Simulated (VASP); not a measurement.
# A VASP 6.6.1 single-point calculation on AgCl

INCAR

```
ISMEAR = -1
PREC = Accurate
LREAL = .FALSE.
ISIF = 2
LASPH = .TRUE.
NELM = 95
IBRION = -1
GGA = PE
ADDGRID = .TRUE.
ENCUT = 520
SIGMA = 0.02
NBANDS = 16
LCHARG = .FALSE.
NSW = 0
EDIFF = 1E-7
LWAVE = .FALSE.
```

KPOINTS

```
KPOINTS created by Atomic Simulation Environment
0
Monkhorst-Pack
8 8 8
0 0 0
```

POSCAR

```
Ag Cl
 1.0000000000000000
     0.0000000000000000    2.7626345079000001    2.7731725637000002
     2.7626345079000001    0.0000000000000000    2.7731725637000002
     2.7626345079000001    2.7626345079000001    0.0000000000000000
 Ag  Cl
   1   1
Cartesian
  0.0000000000000000  0.0000000000000000  0.0000000000000000
  2.7626345078999996  2.7626345078999996  2.7731725636999998
```

The recommended PBE PAW datasets give the neutral cell 18 valence electrons.

Command

```
mpirun -np 1 vasp_std
```

OSZICAR

```
N       E                     dE             d eps       ncg     rms          rms(c)
DAV:   1     0.100896303965E+03    0.10090E+03   -0.86335E+03  4664   0.101E+03
DAV:   2    -0.190934555146E+01   -0.10281E+03   -0.95031E+02  5848   0.223E+02
DAV:   3    -0.554679044495E+01   -0.36374E+01   -0.36296E+01  5696   0.444E+01
DAV:   4    -0.557244026196E+01   -0.25650E-01   -0.25648E-01  5928   0.400E+00
DAV:   5    -0.557278200980E+01   -0.34175E-03   -0.34175E-03  5688   0.454E-01    0.629E+00
DAV:   6    -0.539534661947E+01    0.17744E+00   -0.24340E-01  5864   0.644E+00    0.408E+00
DAV:   7    -0.539145084744E+01    0.38958E-02   -0.96946E-02  5864   0.207E+00    0.199E+00
DAV:   8    -0.539074643308E+01    0.70441E-03   -0.45624E-03  5504   0.699E-01    0.320E-01
DAV:   9    -0.539082433940E+01   -0.77906E-04   -0.50406E-04  5816   0.276E-01    0.376E-02
DAV:  10    -0.539088683426E+01   -0.62495E-04   -0.85914E-05  5856   0.822E-02    0.264E-02
DAV:  11    -0.539089145393E+01   -0.46197E-05   -0.51659E-06  5888   0.162E-02    0.360E-03
DAV:  12    -0.539089155327E+01   -0.99334E-07   -0.54040E-07  5208   0.570E-03
   1 F= -.53908916E+01 E0= -.53908916E+01  d E =-.427230E-10
```

Standard output (part)

```
POSCAR found type information on POSCAR AgCl
 POSCAR found :  2 types and       2 ions
 LDA part: xc-table for (Slater+PW92), standard interpolation
 POSCAR, INCAR and KPOINTS ok, starting setup
 WAVECAR not read
 entering main loop
```

From OUTCAR

```
k-points           NKPTS =    144   k-points in BZ     NKDIM =    144   number of bands    NBANDS=     16

   NELECT =      18.0000    total number of electrons

   dimension x,y,z NGX =    30 NGY =   30 NGZ =   30
   dimension x,y,z NGXF=    60 NGYF=   60 NGZF=   60

  energy-cutoff  :      520.00
  volume of cell :       42.33
      direct lattice vectors                 reciprocal lattice vectors
     0.000000000  2.762634508  2.773172564    -0.180986663  0.180986663  0.180298913
     2.762634508  0.000000000  2.773172564     0.180986663 -0.180986663  0.180298913
     2.762634508  2.762634508  0.000000000     0.180986663  0.180986663 -0.180298913

 k-points in reciprocal lattice and weights: KPOINTS created by Atomic Simulation Env
   0.06250000  0.06250000  0.06250000       0.004
   0.18750000  0.06250000  0.06250000       0.008
   0.31250000  0.06250000  0.06250000       0.008
   0.43750000  0.06250000  0.06250000       0.008
  -0.43750000  0.06250000  0.06250000       0.008
  -0.31250000  0.06250000  0.06250000       0.008
  -0.18750000  0.06250000  0.06250000       0.008
  -0.06250000  0.06250000  0.06250000       0.008
   ...

 E-fermi :   4.2646

 k-point     1 :       0.0625    0.0625    0.0625
  band No.  band energies     occupation
      1     -11.2699      2.00000
      2       1.1326      2.00000
      3       1.1383      2.00000
      4       1.1865      2.00000
      5       1.4588      2.00000
      6       1.4637      2.00000
      7       1.6566      2.00000
      8       1.9237      2.00000
      9       1.9255      2.00000
     10       5.0256      0.00000
     11      14.2664      0.00000
     12      14.7115      0.00000
     13      14.7232      0.00000
     14      16.4952      0.00000
     15      16.5499      0.00000
     16      16.6031      0.00000

 k-point     2 :       0.1875    0.0625    0.0625
  band No.  band energies     occupation
      1     -11.1916      2.00000
      2       0.3782      2.00000
      3       0.5328      2.00000
      4       0.8741      2.00000
      5       1.4995      2.00000
      6       1.5540      2.00000
      7       1.8276      2.00000
      8       2.1855      2.00000
      9       2.7085      2.00000
     10       5.8876      0.00000
     11      13.0879      0.00000
     12      13.7552      0.00000
     13      14.3773      0.00000
     14      15.1634      0.00000
     15      16.5135      0.00000
     16      17.0996      0.00000

 k-point     3 :       0.3125    0.0625    0.0625
  band No.  band energies     occupation
      1     -11.0331      2.00000
      2      -0.5083      2.00000
      3       0.0485      2.00000
      4       0.2459      2.00000
      5       1.6243      2.00000
      6       1.6777      2.00000
      7       1.9397      2.00000
      8       2.9163      2.00000
      9       3.4202      2.00000
     10       7.1884      0.00000
     11      11.4553      0.00000
     12      12.7445      0.00000
     13      12.8130      0.00000
     14      15.8372      0.00000
     15      16.8671      0.00000
     16      16.9696      0.00000

 ...

  Total        0.4986820      0.4986820      0.4717784      0.0000000     -0.0000000     -0.0000000
  in kB       18.8747204     18.8747204     17.8564408      0.0000000     -0.0000000     -0.0000000
  external PRESSURE =      18.5352939 kB  Pullay stress =       0.0000000 kB

 POSITION                                       TOTAL-FORCE (eV/Angst)
 -----------------------------------------------------------------------------------
      0.00000      0.00000      0.00000        -0.000000     -0.000000      0.000000
      2.76263      2.76263      2.77317         0.000000      0.000000     -0.000000
 -----------------------------------------------------------------------------------
    total drift:                               -0.000000      0.000000      0.000000

  FREE ENERGIE OF THE ION-ELECTRON SYSTEM (eV)
  ---------------------------------------------------
  free  energy   TOTEN  =        -5.3908915533 eV

  energy  without entropy=       -5.3908915532  energy(sigma->0) =       -5.39089155
```

It converged. Results: gap between bands v and c on the k mesh 1.16 eV; least direct gap on the k mesh 3.10 eV; pressure 1.9 GPa. Band v is the last that the valence electrons fill when counted band by band, and c is the next.

The shifted mesh misses Γ, so a band edge there is missed.

For comparison, a separate PBE run of the intended cell, on usual settings and not on those above, gives a gap of 0.90 eV on its mesh and a pressure of 1.9 GPa.

The run above took about 86 s on one core of a shared host (Intel Xeon Platinum 8488C) and held 0.33 GiB at most.
